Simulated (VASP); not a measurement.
# Sc (Fm-3m) in VASP: density of states with PBE

Aim: the density of states of Sc with PBE.

Everything below comes from runs of VASP 6.6.1. Logs are shortened: lines on timing, memory, paths and dates and some standing lists are left out, and cuts for length are marked.

## 1. The structure

The structure is cubic, space group Fm-3m (No. 225). The conventional cell has a = 4.619 Å, b = 4.619 Å, c = 4.619 Å, α = 90.00°, β = 90.00°, γ = 90.00°. Around Sc (site symmetry m-3m) lie 12 Sc at 3.27 Å.

The cell was built by a generator and needn't be a form met in nature.

## 2. Density of states, PBE

Input file POSCAR:

```
Sc
1.0
    0.0000000000      2.3093579249      2.3093579249
    2.3093579249      0.0000000000      2.3093579249
    2.3093579249      2.3093579249      0.0000000000
Sc
1
Direct
    0.0000000000      0.0000000000      0.0000000000
```

Input file INCAR.step1:

```
SYSTEM = Sc
PREC = Accurate ; ENCUT = 520
EDIFF = 1E-7 ; ISMEAR = 0
SIGMA = 0.05 ; LREAL = .False.
LASPH = .True. ; NELM = 80
ALGO = Normal ; ISIF = 2
LWAVE = .False. ; LCHARG = .True.
LMAXMIX = 4 ; GGA = PE
NBANDS = 12
```

Input file KPOINTS.step1:

```
regular mesh
0
Gamma
  16 16 16
  0 0 0
```

Input file INCAR.step2:

```
SYSTEM = Sc
PREC = Accurate ; ENCUT = 520
EDIFF = 1E-7 ; ISMEAR = -5
SIGMA = 0.05 ; LREAL = .False.
LASPH = .True. ; NELM = 80
ALGO = Normal ; ISIF = 2
LWAVE = .False. ; LCHARG = .False.
LMAXMIX = 4 ; GGA = PE
LORBIT = 10 ; NBANDS = 12
NEDOS = 2001 ; ICHARG = 11
```

Input file KPOINTS.step2:

```
regular mesh
0
Gamma
  24 24 24
  0 0 0
```

Potentials or basis: VASP PAW PBE potentials, release 64 (Sc_sv).

On the command line:

```console
$ cat potpaw_PBE.64/Sc_sv/POTCAR > POTCAR
$ cp INCAR.step1 INCAR
$ cp KPOINTS.step1 KPOINTS
$ mpirun -np 1 vasp_std > vasp.out
$ cp INCAR.step2 INCAR
$ cp KPOINTS.step2 KPOINTS
$ mpirun -np 1 vasp_std > vasp.out
```

OUTCAR:

```text
SYSTEM = Sc
   PREC = Accurate
   ENCUT = 520
   EDIFF = 1E-7
   ISMEAR = -5
   LREAL = .False.
   LASPH = .True.
   NELM = 80
   ISIF = 2
   GGA = PE
   LORBIT = 10
   ICHARG = 11

 ion  position               nearest neighbor table
   1  0.000  0.000  0.000-

  LATTYP: Found a face centered cubic cell.
 ALAT       =     4.6187158498

  Lattice vectors:

 A1 = (   0.0000000000,   2.3093579249,   2.3093579249)
 A2 = (   2.3093579249,   0.0000000000,   2.3093579249)
 A3 = (   2.3093579249,   2.3093579249,   0.0000000000)

Analysis of symmetry for initial positions (statically):
=====================================================================
 Subroutine PRICEL returns:
 Original cell was already a primitive cell.

 Routine SETGRP: Setting up the symmetry group for a
 face centered cubic supercell.

 Subroutine GETGRP returns: Found 48 space group operations
 (whereof 48 operations were pure point group operations)
 out of a pool of 48 trial point group operations.

The static configuration has the point symmetry O_h .

Analysis of symmetry for dynamics (positions and initial velocities):
=====================================================================
 Subroutine PRICEL returns:
 Original cell was already a primitive cell.

 Routine SETGRP: Setting up the symmetry group for a
 face centered cubic supercell.

 Subroutine GETGRP returns: Found 48 space group operations
 (whereof 48 operations were pure point group operations)
 out of a pool of 48 trial point group operations.

The dynamic configuration has the point symmetry O_h .

 Subroutine INISYM returns: Found 48 space group operations
 (whereof 48 operations are pure point group operations),
 and found     1 'primitive' translations

----------------------------------------------------------------------------------------

                                     Primitive cell

  volume of cell :      24.6322

  direct lattice vectors                    reciprocal lattice vectors
     0.000000000  2.309357925  2.309357925    -0.216510397  0.216510397  0.216510397
     2.309357925  0.000000000  2.309357925     0.216510397 -0.216510397  0.216510397
     2.309357925  2.309357925  0.000000000     0.216510397  0.216510397 -0.216510397

  length of vectors
     3.265925298  3.265925298  3.265925298     0.375007007  0.375007007  0.375007007

  position of ions in fractional coordinates (direct lattice)
     0.000000000  0.000000000  0.000000000

  ion indices of the primitive-cell ions
   primitive index   ion index
                 1           1

----------------------------------------------------------------------------------------

 KPOINTS: regular mesh

Automatic generation of k-mesh.
 Grid dimensions read from file:
 generate k-points for:   24   24   24

 Generating k-lattice:

  Cartesian coordinates                     Fractional coordinates (reciprocal lattice)
    -0.009021267  0.009021267  0.009021267     0.041666667  0.000000000  0.000000000
     0.009021267 -0.009021267  0.009021267     0.000000000  0.041666667  0.000000000
     0.009021267  0.009021267 -0.009021267     0.000000000  0.000000000  0.041666667

  Length of vectors
     0.015625292  0.015625292  0.015625292

  Shift w.r.t. Gamma in fractional coordinates (k-lattice)
     0.000000000  0.000000000  0.000000000

 TETIRR: Found   1864 inequivalent tetrahedra from    82944

 Subroutine IBZKPT returns following result:
 ===========================================

 Found    413 irreducible k-points:

 Following reciprocal coordinates:
            Coordinates               Weight
  0.000000  0.000000  0.000000      1.000000
  0.041667  0.000000  0.000000      8.000000
  0.083333  0.000000  0.000000      8.000000
  0.125000  0.000000  0.000000      8.000000
  0.166667  0.000000  0.000000      8.000000
  0.208333  0.000000  0.000000      8.000000
[... 16 lines left out ...]
  0.416667  0.041667  0.000000     24.000000
  0.458333  0.041667  0.000000     24.000000
 [... further k-points ...]
   k-points           NKPTS =    413   k-points in BZ     NKDIM =    413   number of bands    NBANDS=     12
   number of dos      NEDOS =   2001   number of ions     NIONS =      1
   total plane-waves  NPLWV =  13824
   dimension x,y,z NGX =    24 NGY =   24 NGZ =   24
   dimension x,y,z NGXF=    48 NGYF=   48 NGZF=   48
   ions per type =               1
   NGX,Y,Z   is equivalent  to a cutoff of  12.22, 12.22, 12.22 a.u.
   NGXF,Y,Z  is equivalent  to a cutoff of  24.43, 24.43, 24.43 a.u.
 SYSTEM =  Sc
   PREC   = accura    normal or accurate (medium, high low for compatibility)
   ISTART =      0    job   : 0-new  1-cont  2-samecut
   ICHARG =     11    charge: 1-file 2-atom 10-const
   ISPIN  =      1    spin polarized calculation?
   LNONCOLLINEAR =      F non collinear calculations
   LSORBIT =      F    spin-orbit coupling
   LASPH  =      T    aspherical Exc in radial PAW
   ENCUT  =  520.0 eV  38.22 Ry    6.18 a.u.   6.07  6.07  6.07*2*pi/ulx,y,z
   NELM   =     80;   NELMIN=  2; NELMDL=  0     # of ELM steps
   EDIFF  = 0.1E-06   stopping-criterion for ELM
   LREAL  =      F    real-space projection
   EDIFFG = 0.1E-05   stopping-criterion for IOM
   NSW    =      0    number of steps for IOM
   IBRION =     -1    ionic relax: 0-MD 1-quasi-New 2-CG
   NFREE  =      0    steps in history (QN), initial steepest desc. (CG)
   ISIF   =      2    stress and relaxation
   ISYM   =      2    0-nonsym 1-usesym 2-fastsym
   POTIM  = 0.5000    time-step for ionic-motion
   TEBEG  =    0.0;   TEEND  =   0.0 temperature during run
   PSTRESS=    0.0 pullay stress
   NELECT =      11.0000    total number of electrons
   NUPDOWN=      -1.0000    fix difference up-down
   EMIN   =  10.00;   EMAX   =-10.00  energy-range for DOS
   EFERMI =   0.00;   METHOD = LEGACY
   ISMEAR =    -5;   SIGMA  =   0.05  broadening in eV -4-tet -1-fermi 0-gaus
   EFERMI_NEDOS =   21; number of points for ismear=-14 and -15
   IALGO  =     38    algorithm
   IMIX   =      4    mixing-type and parameters
     AMIX     =   0.40;   BMIX     =  1.00
     AMIX_MAG =   1.60;   BMIX_MAG =  1.00
  volume/ion in A,a.u.               =      24.63       166.23
  Fermi-wavevector in a.u.,A,eV,Ry     =   1.251328  2.364667 21.304297  1.565822
  Thomas-Fermi vector in A             =   2.385281
   LORBIT       =     10    0 simple, 1 ext, 2 COOP (PROOUT), +10 PAW based schemes
   GGA     = PE    functional components
   LHFCALC =     F    Hartree Fock is set to
   AEXX    =    0.0000 exact exchange contribution
   IVDW    =     0    specifies the selected vdW correction
   LEPSILON=     F    determine dielectric tensor
   LRPA    =     F    only Hartree local field effects (RPA)
 non-spin polarized calculation
 Fermi weights with tetrahedron method with Bloechl corrections
  energy-cutoff  :      520.00
  volume of cell :       24.63
 maximum number of plane-waves:       684

 number of electron      10.9999999 magnetization

 Free energy of the ion-electron system (eV)
  ---------------------------------------------------
  ext. energy  EPLUGINS =         0.00000000
  ---------------------------------------------------
  free energy    TOTEN  =        -6.20104340 eV

  energy without entropy =       -6.20104340  energy(sigma->0) =       -6.20104340

 E-fermi :   3.7418     XC(G=0):  -9.8774

 val. band max:        3.7556539187   @ k =  -0.3750   0.4167   0.2083
 cond. band min:       3.7438114136   @ k =   0.5000   0.1250   0.0000
 fundamental gap:     -0.0118425051
 Fermi energy:         3.7418376693

 k-point     1 :       0.0000    0.0000    0.0000
  band No.  band energies     occupation
      1     -45.6883      2.00000
      2     -24.1048      2.00000
      3     -24.1048      2.00000
      4     -24.1048      2.00000
      5      -1.4476      2.00000
      6       5.3270      0.00000
      7       5.3270      0.00000
      8       5.3270      0.00000
      9       6.7044      0.00000
     10       6.7044      0.00000
     11      16.2503      0.00000
     12      19.6438      0.00000

 k-point     2 :       0.0417    0.0000    0.0000
  band No.  band energies     occupation
      1     -45.6873      2.00000
      2     -24.1118      2.00000
      3     -24.1057      2.00000
      4     -24.1057      2.00000
      5      -1.4034      2.00000
      6       5.2936      0.00000
      7       5.3439      0.00000
      8       5.3439      0.00000
      9       6.6922      0.00000
     10       6.6922      0.00000
     11      16.2926      0.00000
     12      19.2201      0.00000

 k-point     3 :       0.0833    0.0000    0.0000
  band No.  band energies     occupation
      1     -45.6844      2.00000
      2     -24.1321      2.00000
      3     -24.1084      2.00000
      4     -24.1084      2.00000
      5      -1.2719      2.00000
      6       5.1976      0.00000
      7       5.3909      0.00000
      8       5.3909      0.00000
      9       6.6605      0.00000
     10       6.6605      0.00000
     11      16.3925      0.00000
     12      18.3459      0.00000

 k-point     4 :       0.1250    0.0000    0.0000
  band No.  band energies     occupation
      1     -45.6797      2.00000
      2     -24.1643      2.00000
      3     -24.1125      2.00000
      4     -24.1125      2.00000
      5      -1.0571      2.00000
      6       5.0514      0.00000
      7       5.4562      0.00000
      8       5.4562      0.00000
      9       6.6241      0.00000
     10       6.6241      0.00000
     11      16.4178      0.00000
     12      17.4856      0.00000

 k-point     5 :       0.1667    0.0000    0.0000
  band No.  band energies     occupation
      1     -45.6736      2.00000
      2     -24.2060      2.00000
      3     -24.1179      2.00000
      4     -24.1179      2.00000
      5      -0.7656      2.00000
      6       4.8716      0.00000
      7       5.5182      0.00000
      8       5.5182      0.00000
      9       6.6088      0.00000
     10       6.6088      0.00000
     11      15.9399      0.00000
     12      17.0872      0.00000
[... 228 lines left out ...]
      1     -45.6456      2.00000
      2     -24.3876      2.00000
      3     -24.1473      2.00000
      4     -24.1419      2.00000
      5       0.7847      2.00000
      6       4.1890      0.00000
      7       5.3919      0.00000
      8       5.4561      0.00000
      9       6.9425      0.00000
     10       7.1600      0.00000
     11      12.6588      0.00000
     12      16.3942      0.00000

 k-point    22 :       0.3750    0.0417    0.0000
  band No.  band energies     occupation
      1     -45.6391      2.00000
      2     -24.4297      2.00000
      3     -24.1524      2.00000
      4     -24.1485      2.00000
      5       1.2213      2.00000
      6       4.0678      0.00000
      7       5.3118      0.00000
      8       5.3841      0.00000
      9       7.1607      0.00000
     10       7.3336      0.00000
     11      11.8668      0.00000
     12      16.1147      0.00000

 k-point    23 :       0.4167    0.0417    0.0000
  band No.  band energies     occupation
      1     -45.6339      2.00000
      2     -24.4632      2.00000
      3     -24.1560      2.00000
      4     -24.1540      2.00000
      5       1.6000      2.00000
      6       3.9889      0.00000
      7       5.2479      0.00000
      8       5.3196      0.00000
      9       7.3637      0.00000
     10       7.4790      0.00000
     11      11.2026      0.00000
     12      15.8812      0.00000

 k-point    24 :       0.4583    0.0417    0.0000
  band No.  band energies     occupation
      1     -45.6303      2.00000
      2     -24.4860      2.00000
      3     -24.1583      2.00000
      4     -24.1581      2.00000
      5       1.8742      2.00000
      6       3.9508      0.00000
      7       5.2069      0.00000
      8       5.2721      0.00000
      9       7.5264      0.00000
     10       7.5724      0.00000
     11      10.7230      0.00000
     12      15.7195      0.00000

 [... further k-points ...]
[... 5 lines left out ...]
  --------------------------------------------------------------------------------------
  -------------------------------------------------------------------------------------
  Total       -0.0018684     -0.0018684     -0.0018684      0.0000000      0.0000000      0.0000000
  in kB       -0.1215260     -0.1215260     -0.1215260      0.0000000      0.0000000      0.0000000
  external PRESSURE =      -0.1215260 kB  Pullay stress =       0.0000000 kB

 VOLUME and BASIS-vectors are now :
 -----------------------------------------------------------------------------
  energy-cutoff  :      520.00
  volume of cell :       24.63
      direct lattice vectors                 reciprocal lattice vectors
     0.000000000  2.309357925  2.309357925    -0.216510397  0.216510397  0.216510397
     2.309357925  0.000000000  2.309357925     0.216510397 -0.216510397  0.216510397
     2.309357925  2.309357925  0.000000000     0.216510397  0.216510397 -0.216510397

 POSITION                                       TOTAL-FORCE (eV/Angst)
 -----------------------------------------------------------------------------------
      0.00000      0.00000      0.00000        -0.000000      0.000000      0.000000
 -----------------------------------------------------------------------------------
    total drift:                               -0.000000      0.000000      0.000000

  FREE ENERGIE OF THE ION-ELECTRON SYSTEM (eV)
  ---------------------------------------------------
  free  energy   TOTEN  =        -6.2010434046 eV

  energy  without entropy=       -6.2010434046  energy(sigma->0) =       -6.20104340

 total charge

# of ion       s       p       d       tot
------------------------------------------
    1        2.276   6.097   1.015   9.388
```

Wall time 64 s (1 thread of Intel Xeon Platinum 8488C (Sapphire Rapids), shared host); peak memory 0.22 GiB.

Results:

| Quantity | Value |
| --- | --- |
| Valence electrons inside the program's atomic spheres | Sc 9.39 |

Levels at points of the mesh, in eV from the Fermi level:
```csv
k point,band 1,band 2,band 3,band 4,band 5,band 6,band 7,band 8,band 9,band 10
"(0.00, 0.00, 0.00)",-49.43,-27.85,-27.85,-27.85,-5.19,1.59,1.59,1.59,2.96,2.96
"(0.50, 0.00, 0.00)",-49.37,-28.24,-27.90,-27.90,-1.76,0.23,1.48,1.48,3.85,3.85
"(0.50, 0.50, 0.00)",-49.35,-28.22,-27.99,-27.99,-1.52,-0.62,1.92,3.85,4.08,4.08
```

States per cell in windows of 0.5 eV (zero at the Fermi level; states under -8 eV left out):
```csv
from (eV),total,Sc1_d,Sc1_p,Sc1_s
-8.0,0.00,0.00,0.00,0.00
-7.5,0.00,0.00,0.00,0.00
-7.0,0.00,0.00,0.00,0.00
-6.5,0.00,0.00,0.00,0.00
-6.0,0.00,0.00,0.00,0.00
-5.5,0.01,0.00,0.00,0.00
-5.0,0.04,0.00,0.00,0.01
-4.5,0.07,0.00,0.00,0.02
-4.0,0.10,0.00,0.00,0.03
-3.5,0.12,0.00,0.01,0.03
-3.0,0.15,0.01,0.01,0.03
-2.5,0.22,0.03,0.02,0.04
-2.0,0.36,0.08,0.02,0.05
-1.5,0.49,0.17,0.03,0.04
-1.0,0.49,0.21,0.03,0.02
-0.5,0.97,0.51,0.06,0.01
0.0,0.89,0.47,0.07,0.00
0.5,0.95,0.57,0.05,0.01
1.0,0.80,0.53,0.03,0.01
1.5,0.92,0.73,0.01,0.00
2.0,0.84,0.69,0.01,0.00
2.5,0.95,0.80,0.01,0.00
3.0,0.84,0.75,0.01,0.00
3.5,1.45,1.34,0.01,0.00
4.0,0.53,0.46,0.02,0.01
4.5,0.36,0.27,0.02,0.01
5.0,0.26,0.17,0.03,0.01
5.5,0.17,0.09,0.02,0.01
6.0,0.08,0.03,0.01,0.01
6.5,0.43,0.20,0.03,0.10
7.0,0.28,0.11,0.03,0.05
7.5,0.24,0.08,0.03,0.04
```

Caveat: tetrahedron occupations give inexact forces and stress in metals.
